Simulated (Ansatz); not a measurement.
# Fe (Im-3m) in Ansatz: further runs

The runs below take Fe through single point, with PBE.

Everything below comes from runs of Ansatz 0.2.0. Logs are shortened: lines on timing, memory, paths and dates and some standing lists are left out, and cuts for length are marked.

## 1. The crystal as given

It takes space group Im-3m (No. 229, cubic). Conventional cell: a = 2.886 Å, b = 2.886 Å, c = 2.886 Å, α = 90.00°, β = 90.00°, γ = 90.00°. Fe (site symmetry m-3m) has 8 Fe at 2.50 Å as nearest neighbours.

## 2. Single point, PBE, collinear spin, ferromagnetic start

Contents of input.yaml:

```yaml
crystal:
  lattice:
    - [-1.443, 1.443, 1.443]
    - [1.443, -1.443, 1.443]
    - [1.443, 1.443, -1.443]
  atoms:
    - { symbol: Fe, position: [0.0, 0.0, 0.0], spin: 3.0 }
hamiltonian:
  xc: pbe
  pseudopotentials: { kind: paw }
magnetization:
  spin_polarized: true
kpoints:
  mp_grid: { grid: [13, 13, 13] }
scf:
  occupations: { method: gaussian, width: 0.015 }
output:
  forces: true
  stress: true
  eigenvalues: true
```

Potentials or basis: Ansatz PAW.

Run with:

```sh
ansatz run input.yaml --threads 2 --pin off --max-ram 5632MiB --backend cpu --events-out ev --progress --plain --runs-dir out
```

The log of the run:

```text
Warning: RAYON_NUM_THREADS=2 ignored (pool sized by the plan → 2); use --threads N
Engine: ansatz 0.2.0, x86_64-unknown-linux-gnu
Pseudopotentials: kind: paw
Pseudopotential: Fe, paw, valence charge 16, recommended cutoff 420 eV (normal), Fe.paw.azcp
Functional definition: PBE
  parameter kappa = 0.804
  parameter beta = 0.06672455060314922
  exchange = pbe_x(kappa = kappa, mu = beta*pi^2/3)
  correlation = pbe_c(beta = beta)
Crystal: 1 atoms, lattice volume = 12.019 Å³
Basis set: ecut = 420 eV, 225 PW (Γ), exchange–correlation on 36×36×36 points (8 copies of the dense FFT grid, shifted against one another)
Bands: 14, of which v1, the nominal top of the filled ones, is band 8 counted from 1 (7 counted from 0)
Symmetry: 48 space group operations
Space group: Im-3m (ITA 229), of the structure as read, at distance tolerance 2.3e-5 Å
Magnetic group: BNS 229.140 (UNI 1642), of the structure as read, at distance tolerance 2.3e-5 Å
k-points: 84 of 2197
Non-local potential: Fe, projectors of the file, l = 0: 3, l = 1: 2, l = 2: 3, l = 3: 1
PAW form: soft (Blöchl's): semilocal exchange-correlation on the pseudo side does not see the compensation charge
PAW one-centre angular grid: Fe, 590 points (default); XC on 64 Gauss nodes
Initial density: superposition of atomic densities (chi_scale 0.1, normalization cell)
Starting moments: Σ|m| = 3 μB on 1 of 1 site
Initial wavefunctions: pseudopotential atomic-orbital guess
Functional: x = pbe(κ = 0.804, μ = 0.2195149727645171), c = pbe(β = 0.06672455060314922)
SCF iter   1: F=—  HF=-4480.581185 eV  |F-HF|=—  |Δ(HF+E_count)|=         —  Δρ=1.28e-1 (↑1.28e-1 ↓4.60e-2)  dr2=1.44e0  dr2_m=5.32e-1  M=2.115 μB ∫|m|=2.158 μB  β_m=0.30  ethr=3.10e-3  ⟨swp⟩=5.0  Hψ=11342  notcnv=0
Mixer restart at iter 1: flushing history
preconditioner: auto → none  [metal: Δε(μ)=0.016 eV  Ē_g=13.910 eV  σ=0.015 eV  W_gap=0.44  n_scr=0 (ndim 8)  ℏωp=30.3 eV  f_vac=0.000  D(μ)=1.12/eV (n_scr^D=12)]
SCF iter   2: F=—  HF=-4479.906051 eV  |F-HF|=—  |Δ(HF+E_count)|=   6.75e-1  Δρ=3.72e-2 (↑3.72e-2 ↓1.47e-2)  dr2=7.27e-2  dr2_m=5.36e-2  M=2.536 μB ∫|m|=2.608 μB  β_m=0.28  ethr=3.10e-3  ⟨swp⟩=3.0  Hψ=5714  notcnv=0  defer=217
SCF iter   3: F=—  HF=-4480.103570 eV  |F-HF|=—  |Δ(HF+E_count)|=   1.98e-1  Δρ=1.95e-2 (↑1.54e-2 ↓1.95e-2)  dr2=2.55e-3  dr2_m=3.13e-2  M=2.359 μB ∫|m|=2.444 μB  β_m=0.56  ethr=4.55e-4  ⟨swp⟩=2.7  Hψ=4425  notcnv=0  defer=230
SCF iter   4: F=—  HF=-4480.376711 eV  |F-HF|=—  |Δ(HF+E_count)|=   2.73e-1  Δρ=1.02e-2 (↑9.03e-3 ↓1.02e-2)  dr2=8.99e-4  dr2_m=9.36e-3  M=2.302 μB ∫|m|=2.405 μB  β_m=0.74  ethr=1.59e-5  ⟨swp⟩=3.0  Hψ=5260  notcnv=0  defer=230
SCF iter   5: F=—  HF=-4480.449842 eV  |F-HF|=—  |Δ(HF+E_count)|=   7.31e-2  Δρ=6.53e-3 (↑6.53e-3 ↓6.27e-3)  dr2=1.23e-2  dr2_m=5.57e-4  M=2.303 μB ∫|m|=2.430 μB  β_m=0.84  ethr=5.62e-6  ⟨swp⟩=2.5  Hψ=4844  notcnv=0  defer=225
SCF iter   6: F=—  HF=-4480.458837 eV  |F-HF|=—  |Δ(HF+E_count)|=   9.00e-3  Δρ=3.80e-3 (↑3.80e-3 ↓3.13e-3)  dr2=4.02e-5  dr2_m=1.32e-3  M=2.262 μB ∫|m|=2.397 μB  β_m=0.85  ethr=5.62e-6  ⟨swp⟩=2.8  Hψ=5008  notcnv=0  defer=224
SCF iter   7: F=—  HF=-4480.458814 eV  |F-HF|=—  |Δ(HF+E_count)|=   2.32e-5  Δρ=3.01e-3 (↑3.01e-3 ↓2.22e-3)  dr2=6.07e-5  dr2_m=7.50e-4  M=2.257 μB ∫|m|=2.393 μB  β_m=0.92  ethr=2.51e-7  ⟨swp⟩=1.4  Hψ=2947  notcnv=0  defer=218
SCF iter   8: F=—  HF=-4480.458756 eV  |F-HF|=—  |Δ(HF+E_count)|=   5.84e-5  Δρ=9.11e-4 (↑9.11e-4 ↓6.54e-4)  dr2=6.11e-6  dr2_m=6.72e-5  M=2.251 μB ∫|m|=2.388 μB  β_m=0.96  ethr=2.51e-7  ⟨swp⟩=1.9  Hψ=3481  notcnv=0  defer=218
SCF iter   9: F=—  HF=-4480.458749 eV  |F-HF|=—  |Δ(HF+E_count)|=   7.22e-6  Δρ=7.56e-5 (↑7.56e-5 ↓6.73e-5)  dr2=1.72e-6  dr2_m=8.68e-9  M=2.249 μB ∫|m|=2.386 μB  β_m=0.98  ethr=3.82e-8  ⟨swp⟩=2.4  Hψ=3648  notcnv=0  defer=218
SCF iter  10: F=—  HF=-4480.458749 eV  |F-HF|=—  |Δ(HF+E_count)|=   3.60e-8  Δρ=4.40e-5 (↑4.40e-5 ↓9.86e-6)  dr2=1.52e-7  dr2_m=6.21e-8  M=2.248 μB ∫|m|=2.385 μB  β_m=0.99  ethr=1.07e-8  ⟨swp⟩=1.7  Hψ=2755  notcnv=0  defer=218
SCF iter  11: F=—  HF=-4480.458749 eV  |F-HF|=—  |Δ(HF+E_count)|=   2.08e-8  Δρ=8.37e-6 (↑8.37e-6 ↓1.32e-6)  dr2=5.69e-9  dr2_m=2.11e-9  M=2.248 μB ∫|m|=2.385 μB  β_m=1.00  ethr=9.48e-10  ⟨swp⟩=1.8  Hψ=2792  notcnv=0  defer=218
SCF iter  12: F=-4480.458749 eV  HF=-4480.458749 eV  |F-HF|=9.09e-13  |Δ(HF+E_count)|=  6.76e-10  Δρ=1.58e-7 (↑1.58e-7 ↓1.31e-7)  dr2=5.55e-13  dr2_m=1.95e-12  M=2.248 μB ∫|m|=2.385 μB  ethr=3.56e-11  ⟨swp⟩=4.8  Hψ=8919  notcnv=0
SCF 1 converged in 12 iterations: F = -4480.458749 eV  dr2 = 5.55e-13
SCF converged after 12 iterations
Magnetization: 2.2484 μB (9.1242 up, 6.8758 down)
Absolute magnetization: 2.3853 μB (∫|ρ↑−ρ↓|, with the PAW one-centre terms)
Spin contamination: 0.0429 ħ² per cell (⟨S²⟩ above its minimum at these occupations)
Per-site moments (μB) at R_I (Å): [(2.3080235253444052, 1.0309815925702797)]
Free energy (F): -4480.458749 eV
Harris-Foulkes:  -4480.458749 eV  (|F-HF|=9.09e-13)
Internal energy: -4480.458595 eV  (E = F + TS)
E sigma→0 (E₀):  -4480.458672 eV
Entropy (-TS):   -0.000154 eV (-0.154 meV/atom)
Fermi energy:    17.251259 eV
--- Per-component energies (eV) ---
  E_band       = -229.929671
  E_kinetic    = 348.819049
  E_local      = -2133.077806  (includes V_loc(G=0)·N_el)
  E_nonlocal   = 219.141028
  E_hartree    = 892.717158
  E_xc         = -117.293888
  E_vxc        = -150.994181  (∫ρ·V_xc dr)
  E_paw        = -1366.555064  (= ΣΔE_a)
  E_vpaw       = -299.252934  (= ΣTr[D̂ρ^β])
  E_aug_tail   = 0.000890  (compensation charges beyond the density's cutoff)
  E_ewald      = -2324.209962
  E_smearing   = -0.000154  (= −TS)
  E_closure    = 0.000000  (closes the sum)
  Σ components = -4480.458749   (vs F -4480.458749, Δ=0.00e0)
--- Forces (eV/Å), atoms counted from 1 ---
  atom   1  Fe    -0.00000000     0.00000000     0.00000000
  max |Σ_I F_I| component: 9.24e-32 eV/Å
--- Stress (GPa, compression-positive) ---
       -9.620412       0.000000       0.000000
       -0.000000      -9.620412       0.000000
        0.000000      -0.000000      -9.620412
  P = ⅓ Tr σ = -9.6204 GPa (-96.204 kbar)
--- Band table (eV; the first three rows and the last of 168) ---
  k-point 0 ↑: bands = ["-70.7517", "-36.5879", "-36.5879", "-36.5879", "9.0892", "15.0799", "15.0799", "15.0799", "16.1880", "16.1880", "41.1681", "41.1681", "41.1681", "46.2515"]
  k-point 1 ↑: bands = ["-70.7482", "-36.6077", "-36.5945", "-36.5879", "9.3242", "15.0187", "15.0742", "15.2015", "16.1293", "16.1929", "39.7525", "40.8330", "41.0185", "45.3383"]
  k-point 2 ↑: bands = ["-70.7383", "-36.6623", "-36.6129", "-36.5877", "10.0016", "14.8520", "15.0257", "15.5489", "16.0294", "16.2094", "36.7322", "39.6357", "40.6882", "43.0979"]
  k-point 83 ↓: bands = ["-67.9139", "-34.1839", "-34.1802", "-34.1802", "14.6328", "14.6547", "19.4589", "19.4589", "19.5507", "26.2881", "27.2332", "27.2332", "33.3970", "33.8547"]
```

Run time: 2.6 s. Hardware: 2 threads of Intel Xeon at 2.70GHz, shared host; peak memory 0.32 GiB.

What came out:

```
Free energy            : -4480.4587 eV
Pressure               : -9.6 GPa
Band gap on the k mesh : none (metal or under the smearing width)
Net moment             : 2.25 μB per cell
Absolute moment        : 2.39 μB per cell
Site moments           : Fe +2.31 μB
```

## 3. Single point, PBE, collinear spin, ferromagnetic start

Changes to input.yaml since step 2:

```diff
@@ -15,3 +15,3 @@
 scf:
-  occupations: { method: gaussian, width: 0.015 }
+  occupations: { method: gaussian, width: 0.016 }
 output:
```

Potentials or basis: Ansatz PAW.

Run with:

```sh
ansatz run input.yaml --threads 2 --pin off --max-ram 5632MiB --backend cpu --events-out ev --progress --plain --runs-dir out
```

Run time: 2.2 s. Hardware: 2 threads of Intel Xeon at 2.70GHz, shared host; peak memory 0.32 GiB.

Results (log left out):

| Quantity | Value |
| --- | --- |
| Free energy | -4480.4588 eV |
| Pressure | -9.6 GPa |
| Band gap on the k mesh | none (metal or under the smearing width) |
| Net moment | 2.25 μB per cell |
| Absolute moment | 2.39 μB per cell |
| Site moments | Fe +2.31 μB |

Levels at points of the mesh, in eV from the Fermi level:
Spin up:
```
           k point  band 5  band 6  band 7  band 8  band 9  band 10  band 11  band 12  band 13  band 14
(0.00, 0.00, 0.00)   -8.16   -2.17   -2.17   -2.17   -1.06    -1.06    23.92    23.92    23.92    29.00
```
Spin down:
| k point | band 3 | band 4 | band 5 | band 6 | band 7 | band 8 | band 9 | band 10 | band 11 | band 12 |
| --- | --- | --- | --- | --- | --- | --- | --- | --- | --- | --- |
| (0.00, 0.00, 0.00) | -51.16 | -51.16 | -8.03 | -0.20 | -0.20 | -0.20 | 1.77 | 1.77 | 23.66 | 23.66 |

## 4. Single point, PBE, collinear spin, ferromagnetic start

Changes to input.yaml since step 3:

```diff
@@ -15,3 +15,3 @@
 scf:
-  occupations: { method: gaussian, width: 0.016 }
+  occupations: { method: gaussian, width: 0.017 }
 output:
@@ -20 +20,5 @@
   eigenvalues: true
+  write_density: true
+  write_potential: true
+  elf: true
+  volumetric_format: npy
```

Run with:

```sh
ansatz run input.yaml --threads 2 --pin off --max-ram 5632MiB --backend cpu --events-out ev --progress --plain --runs-dir out
```

Run time: 2.7 s. Hardware: 2 threads of Intel Xeon at 2.70GHz, shared host; peak memory 0.32 GiB.

The run converged. Its results:

```
Free energy            : -4480.4588 eV
Pressure               : -9.6 GPa
Band gap on the k mesh : none (metal or under the smearing width)
Net moment             : 2.25 μB per cell
Absolute moment        : 2.39 μB per cell
Site moments           : Fe +2.31 μB
```

Levels at points of the mesh, in eV from the Fermi level:
Spin up:
```tsv
k point	band 5	band 6	band 7	band 8	band 9	band 10	band 11	band 12	band 13	band 14
(0.00, 0.00, 0.00)	-8.16	-2.17	-2.17	-2.17	-1.06	-1.06	23.92	23.92	23.92	29.00
```
Spin down:
```
           k point  band 4  band 5  band 6  band 7  band 8  band 9  band 10  band 11
(0.00, 0.00, 0.00)  -51.16   -8.03   -0.20   -0.20   -0.20    1.77     1.77    23.66
```

## 5. Single point, PBE, collinear spin, ferromagnetic start

Changes to input.yaml since step 4:

```diff
@@ -15,3 +15,3 @@
 scf:
-  occupations: { method: gaussian, width: 0.017 }
+  occupations: { method: gaussian, width: 0.018 }
 output:
```

Run with:

```sh
ansatz run input.yaml --threads 2 --pin off --max-ram 5632MiB --backend cpu --events-out ev --progress --plain --runs-dir out
```

Run time: 2.6 s. Hardware: 2 threads of Intel Xeon at 2.70GHz, shared host; peak memory 0.32 GiB.

It converged, with:

```
Free energy            : -4480.4588 eV
Pressure               : -9.6 GPa
Band gap on the k mesh : none (metal or under the smearing width)
Net moment             : 2.25 μB per cell
Absolute moment        : 2.39 μB per cell
Site moments           : Fe +2.31 μB
```

Levels at points of the mesh, in eV from the Fermi level:
Spin up:
| k point | band 5 | band 6 | band 7 | band 8 | band 9 | band 10 | band 11 | band 12 | band 13 | band 14 |
| --- | --- | --- | --- | --- | --- | --- | --- | --- | --- | --- |
| (0.00, 0.00, 0.00) | -8.16 | -2.17 | -2.17 | -2.17 | -1.06 | -1.06 | 23.92 | 23.92 | 23.92 | 29.00 |
Spin down:
| k point | band 3 | band 4 | band 5 | band 6 | band 7 | band 8 | band 9 | band 10 | band 11 | band 12 |
| --- | --- | --- | --- | --- | --- | --- | --- | --- | --- | --- |
| (0.00, 0.00, 0.00) | -51.16 | -51.16 | -8.03 | -0.20 | -0.20 | -0.20 | 1.77 | 1.77 | 23.66 | 23.66 |

## 6. The runs side by side

```tsv
smearing	gap on the mesh (eV)	pressure (GPa)	moment (μB)
gaussian 0.015 eV	none	-9.6	2.25
gaussian 0.016 eV	none	-9.6	2.25
gaussian 0.017 eV	none	-9.6	2.25
gaussian 0.018 eV	none	-9.6	2.25
```

Alike in all rows: task single point; level PBE; potentials or basis Ansatz PAW; spin collinear, ferromagnetic start; cell as given; k mesh 13 × 13 × 13; cutoff (eV) 420.

Every run on the cell as given and a fine mesh finds a metal.

Total energies depend on the potentials used, so only differences within one code and one set of settings carry meaning.
